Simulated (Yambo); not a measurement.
# NaF (Villiaumite) in Yambo: convergence with bands in self energy

NaF (Villiaumite):

```
Na F
1.0
     0.00000    2.32000    2.32000
     2.32000    0.00000    2.32000
     2.32000    2.32000    0.00000
Na F
1 1
Direct
  0.00000 0.00000 0.00000
  0.50000 0.50000 0.50000
```

```yaml
Program: Yambo 5.3.0
Task: G0W0 quasiparticle levels
Functional: PBEsol
Potentials_or_basis: PseudoDojo 0.4.1 SR PBEsol standard
Cutoff: 1197 eV
Density_cutoff: 4789 eV
k_mesh: 6 × 6 × 6
Occupations: fixed
Spin: no spin polarisation
k_mesh_of_the_self-consistent_run: 10 × 10 × 10
Random_integration_of_the_Coulomb_term: yes
Direction_of_the_field_or_of_q_to_0: x + y + z
Broadening: 0.1 eV
States_corrected: Γ and the k points of the band edges
Frequency_dependence_of_W: plasmon pole
Terminator_of_the_band_sum_in_the_self-energy: none
Quasiparticle_equation: linearised (Newton)
Imaginary_frequency_of_the_plasmon-pole_fit: 27.2114 eV
Bands_in_the_response: 158
Bands_in_the_self-energy: 28
Cutoff_of_the_response_matrix: 12 Ry
Cutoff_of_exchange_and_Vxc: 88 Ry
Bands_corrected_first_last: "[6, 10]"
```

These are the settings of the first run; the series varies bands in self energy, with any setting tied to it.

| bands in self energy | quasiparticle gap at the points computed (eV) |
| --- | --- |
| 28 | 10.540 |
| 48 | 10.725 |
| 158 | 10.961 |

Not settled before the last step: the quasiparticle gap at the points computed (to 0.05 eV). The tightest run that finished is the yardstick and may itself not be fully converged.

Caveat, for the tightest run too: this version prints the column dSc/dw multiplied by 27.2.
